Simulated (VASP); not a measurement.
# Mg (P6/mmm) in VASP: further runs, part 2 of 2

VASP 6.6.1.

## 3. Single point, r2SCAN

This run uses another cell than the first one, of the same volume but with other edges.

Input file INCAR:

```
ADDGRID = False
ALGO = Normal
EDIFF = 1E-6
ENCUT = 500
ISIF = 2
ISMEAR = 1
LASPH = True
LCHARG = False
LMIXTAU = True
LREAL = False
LWAVE = False
METAGGA = R2SCAN
NELM = 100
PREC = Accurate
SIGMA = 0.2
```

Input file KPOINTS:

```
k-points
0
Gamma
  4 4 4
```

Input file POSCAR:

```
Mg
1.0
    3.1430880000     -0.0084060000     -0.0278050000
   -1.5788240000      2.6046760000      0.0276970000
   -0.0277550000      0.0158990000      3.0020770000
Mg
1
Direct
   -0.0144770000      0.0117080000      0.0082640000
```

Potentials or basis: VASP PAW PBE potentials, release 64 (Mg).

Run with:

```
$ cat potpaw_PBE.64/Mg/POTCAR > POTCAR
$ mpirun -np 1 vasp_std > vasp.out
```

OUTCAR:

```text
EDIFF = 1E-6
   ENCUT = 500
   ISIF = 2
   ISMEAR = 1
   LASPH = True
   LREAL = False
   METAGGA = R2SCAN
   NELM = 100
   PREC = Accurate

 Found     36 irreducible k-points:

 Following reciprocal coordinates:
            Coordinates               Weight
  0.000000  0.000000  0.000000      1.000000
  0.250000  0.000000 -0.000000      2.000000
  0.500000  0.000000 -0.000000      1.000000
  0.000000  0.250000  0.000000      2.000000
  0.250000  0.250000 -0.000000      2.000000
  0.500000  0.250000 -0.000000      2.000000
   k-points           NKPTS =     36   k-points in BZ     NKDIM =     36   number of bands    NBANDS=      5
   number of dos      NEDOS =    301   number of ions     NIONS =      1
   total plane-waves  NPLWV =  13824
   dimension x,y,z NGX =    24 NGY =   24 NGZ =   24
   dimension x,y,z NGXF=    48 NGYF=   48 NGZF=   48
   ions per type =               1
   NGX,Y,Z   is equivalent  to a cutoff of  12.69, 13.10, 13.29 a.u.
   NGXF,Y,Z  is equivalent  to a cutoff of  25.39, 26.20, 26.58 a.u.
 SYSTEM =  unknown system
   PREC   = accura    normal or accurate (medium, high low for compatibility)
   ISTART =      0    job   : 0-new  1-cont  2-samecut
   ICHARG =      2    charge: 1-file 2-atom 10-const
   ISPIN  =      1    spin polarized calculation?
   LNONCOLLINEAR =      F non collinear calculations
   LSORBIT =      F    spin-orbit coupling
   LASPH  =      T    aspherical Exc in radial PAW
   ENCUT  =  500.0 eV  36.75 Ry    6.06 a.u.   5.73  5.55  5.47*2*pi/ulx,y,z
   NELM   =    100;   NELMIN=  2; NELMDL= -5     # of ELM steps
   EDIFF  = 0.1E-05   stopping-criterion for ELM
   LREAL  =      F    real-space projection
   EDIFFG = 0.1E-04   stopping-criterion for IOM
   NSW    =      0    number of steps for IOM
   IBRION =     -1    ionic relax: 0-MD 1-quasi-New 2-CG
   NFREE  =      0    steps in history (QN), initial steepest desc. (CG)
   ISIF   =      2    stress and relaxation
   ISYM   =      2    0-nonsym 1-usesym 2-fastsym
   POTIM  = 0.5000    time-step for ionic-motion
   TEBEG  =    0.0;   TEEND  =   0.0 temperature during run
   PSTRESS=    0.0 pullay stress
   NELECT =       2.0000    total number of electrons
   NUPDOWN=      -1.0000    fix difference up-down
   EMIN   =  10.00;   EMAX   =-10.00  energy-range for DOS
   EFERMI =   0.00;   METHOD = LEGACY
   ISMEAR =     1;   SIGMA  =   0.20  broadening in eV -4-tet -1-fermi 0-gaus
   EFERMI_NEDOS =   21; number of points for ismear=-14 and -15
   IALGO  =     38    algorithm
   IMIX   =      4    mixing-type and parameters
     AMIX     =   0.40;   BMIX     =  1.00
     AMIX_MAG =   1.60;   BMIX_MAG =  1.00
  volume/ion in A,a.u.               =      24.53       165.57
  Fermi-wavevector in a.u.,A,eV,Ry     =   0.709836  1.341396  6.855535  0.503868
  Thomas-Fermi vector in A             =   1.796524
   LORBIT       =      0    0 simple, 1 ext, 2 COOP (PROOUT), +10 PAW based schemes
   METAGGA = R2SCAN    functional components
   LHFCALC =     F    Hartree Fock is set to
   AEXX    =    0.0000 exact exchange contribution
   IVDW    =     0    specifies the selected vdW correction
   LEPSILON=     F    determine dielectric tensor
   LRPA    =     F    only Hartree local field effects (RPA)
 non-spin polarized calculation
 Methfessel and Paxton  Order N= 1 SIGMA  =   0.20
  energy-cutoff  :      500.00
  volume of cell :       24.53
 maximum number of plane-waves:       636
 NGX is ok and might be reduce to    24

 number of electron       2.0000000 magnetization

 Free energy of the ion-electron system (eV)
  ---------------------------------------------------
  ext. energy  EPLUGINS =         0.00000000
  ---------------------------------------------------
  free energy    TOTEN  =        -3.98001842 eV

  energy without entropy =       -3.98081117  energy(sigma->0) =       -3.98028267

 E-fermi :   1.6262     XC(G=0):  -8.8317

 val. band max:        1.4025537667   @ k =   0.0000   0.5000   0.0000
 cond. band min:       1.6406463331   @ k =  -0.0000   0.5000   0.2500
 fundamental gap:      0.2380925664
 Fermi energy:         1.6262464672

 k-point     1 :       0.0000    0.0000    0.0000
  band No.  band energies     occupation
      1      -4.8272      2.00000
      2      11.0867      0.00000
      3      12.2468      0.00000
      4      14.8852      0.00000
      5      16.1050      0.00000

 k-point     2 :       0.2500    0.0000   -0.0000
  band No.  band energies     occupation
      1      -3.4354      2.00000
      2       7.1396      0.00000
      3      11.5446      0.00000
      4      12.8458      0.00000
      5      13.4109      0.00000

 k-point     3 :       0.5000    0.0000   -0.0000
  band No.  band energies     occupation
      1       0.3698      2.00000
      2       0.9419      2.00001
      3      11.2050      0.00000
      4      11.6530      0.00000
      5      16.4910      0.00000

 k-point     4 :       0.0000    0.2500    0.0000
  band No.  band energies     occupation
      1      -3.3464      2.00000
      2       7.8817      0.00000
      3      11.2222      0.00000
      4      11.7680      0.00000
      5      13.4798      0.00000

 k-point     5 :       0.2500    0.2500   -0.0000
  band No.  band energies     occupation
      1      -0.5322      2.00000
      2       4.2856     -0.00000
      3       5.3013     -0.00000
      4      15.8920      0.00000
      5      16.2524      0.00000

 k-point     6 :       0.5000    0.2500   -0.0000
  band No.  band energies     occupation
      1      -0.8226      2.00000
      2       4.3913     -0.00000
      3       5.3702     -0.00000
      4      15.5645      0.00000
      5      16.3490      0.00000

 [... further k-points ...]
[... 5 lines left out ...]
  --------------------------------------------------------------------------------------
  -------------------------------------------------------------------------------------
  Total       -0.5305086      0.0265843      0.2131525      0.0556191      0.0116155     -0.0710782
  in kB      -34.6436096      1.7360278     13.9194209      3.6320771      0.7585244     -4.6415955
  external PRESSURE =      -6.3293869 kB  Pullay stress =       0.0000000 kB

 VOLUME and BASIS-vectors are now :
 -----------------------------------------------------------------------------
  energy-cutoff  :      500.00
  volume of cell :       24.53
      direct lattice vectors                 reciprocal lattice vectors
     3.143088000 -0.008406000 -0.027805000     0.318692044  0.193154686  0.001923445
    -1.578824000  2.604676000  0.027697000     0.001010546  0.384559010 -0.002027282
    -0.027755000  0.015899000  3.002077000     0.002942377 -0.001758937  0.333139234

 POSITION                                       TOTAL-FORCE (eV/Angst)
 -----------------------------------------------------------------------------------
      3.07887      0.02234     -0.00227        -0.000000      0.000000      0.000000
 -----------------------------------------------------------------------------------
    total drift:                               -0.000019     -0.000217      0.000204

  FREE ENERGIE OF THE ION-ELECTRON SYSTEM (eV)
  ---------------------------------------------------
  free  energy   TOTEN  =        -3.9800184243 eV

  energy  without entropy=       -3.9808111691  energy(sigma->0) =       -3.98028267
```

OSZICAR:

```text
N       E                     dE             d eps       ncg     rms          rms(c)
DAV:   1    -0.326563928968E+01   -0.32656E+01   -0.78196E+02   380   0.264E+02
DAV:   2    -0.403190695386E+01   -0.76627E+00   -0.66009E+00   480   0.152E+01
DAV:   3    -0.403750668154E+01   -0.55997E-02   -0.56002E-02   500   0.152E+00
DAV:   4    -0.403751734513E+01   -0.10664E-04   -0.10663E-04   470   0.495E-02
DAV:   5    -0.403751745179E+01   -0.10666E-06   -0.10672E-06   540   0.350E-03    0.670E-01
DAV:   6    -0.396481647520E+01    0.72701E-01   -0.38557E-02   385   0.129E+00    0.482E-01
DAV:   7    -0.408133475752E+01   -0.11652E+00   -0.17939E-02   360   0.105E+00    0.154E-01
DAV:   8    -0.398217471932E+01    0.99160E-01   -0.41359E-02   360   0.993E-01    0.511E-02
DAV:   9    -0.398218880759E+01   -0.14088E-04   -0.48804E-04   525   0.182E-01    0.499E-02
DAV:  10    -0.398133805207E+01    0.85076E-03   -0.13226E-04   415   0.748E-02    0.381E-02
DAV:  11    -0.397997776922E+01    0.13603E-02   -0.70527E-04   395   0.135E-01    0.328E-02
DAV:  12    -0.398002461477E+01   -0.46846E-04   -0.42381E-05   465   0.458E-02    0.279E-02
DAV:  13    -0.398003616620E+01   -0.11551E-04   -0.14572E-06   425   0.996E-03    0.298E-02
DAV:  14    -0.398002969541E+01    0.64708E-05   -0.82962E-06   380   0.256E-02    0.110E-02
DAV:  15    -0.398002653535E+01    0.31601E-05   -0.10359E-06   240   0.528E-03    0.103E-02
DAV:  16    -0.398001801869E+01    0.85167E-05   -0.42330E-06   365   0.171E-02    0.375E-03
DAV:  17    -0.398001842435E+01   -0.40566E-06   -0.16038E-07   195   0.396E-03
   1 F= -.39800184E+01 E0= -.39802827E+01  d E =0.792745E-03
```

stdout:

```text
POSCAR found type information on POSCAR Mg
 POSCAR found :  1 types and       1 ions
 scaLAPACK will be used
 -----------------------------------------------------------------------------
|                                                                             |
|                                                                             |
|     You enforced a specific xc type in the INCAR file but a different       |
|     I HOPE YOU KNOW WHAT YOU ARE DOING!                                     |
|                                                                             |
 -----------------------------------------------------------------------------

 LDA part: xc-table for (None), standard interpolation
 POSCAR, INCAR and KPOINTS ok, starting setup
 FFT: planning ... GRIDC
 FFT: planning ... GRID_SOFT
 FFT: planning ... GRID
 WAVECAR not read
 entering main loop
```

It took 8.2 s on 1 thread of Intel Xeon 6975P-C (Granite Rapids), shared host; peak memory 0.13 GiB.

The run converged, but some of its settings lie outside the range that counts as converged, so its numbers aren't taken as properties of the crystal.

Results:

```yaml
Free_energy: -3.9800 eV
Pressure: -0.6 GPa
Band_gap_on_the_k_mesh: none (metal or under the smearing width)
```

Caveat: the k mesh is coarse (spacing up to 0.60 Å⁻¹), so the values aren't converged; the PAW data sets were made with another functional, which shifts forces and pressure a little.

## 4. Single point, r2SCAN

Edit INCAR of step 3 so:

```diff
@@ -3,3 +3,3 @@
 EDIFF = 1E-6
-ENCUT = 500
+ENCUT = 200
 ISIF = 2
```

Input file KPOINTS:

```
k-points
0
Gamma
  7 7 6
```

Input file POSCAR:

```
Mg
1.0
    3.0502998005      0.0000000000      0.0000000000
   -1.5251499003      2.6416371164      0.0000000000
    0.0000000000      0.0000000000      3.0448375700
Mg
1
Direct
    0.0000000000      0.0000000000      0.0000000000
```

Run with:

```
$ cat potpaw_PBE.64/Mg/POTCAR > POTCAR
$ mpirun -np 1 vasp_std > vasp.out
```

Run time: 4.1 s. Hardware: 1 thread of Intel Xeon 6975P-C (Granite Rapids), shared host; peak memory 0.1 GiB.

The run converged, but some of its settings lie outside the range that counts as converged, so its numbers aren't taken as properties of the crystal.

Results:

```
Free energy            : -3.8657 eV
Band gap on the k mesh : none (metal or under the smearing width)
```

Caveat: the cutoff is under 1.25 times the usual one of these potentials, so pressure, stress and relaxed cells hold a basis-set (Pulay) error; the PAW data sets were made with another functional, which shifts forces and pressure a little.
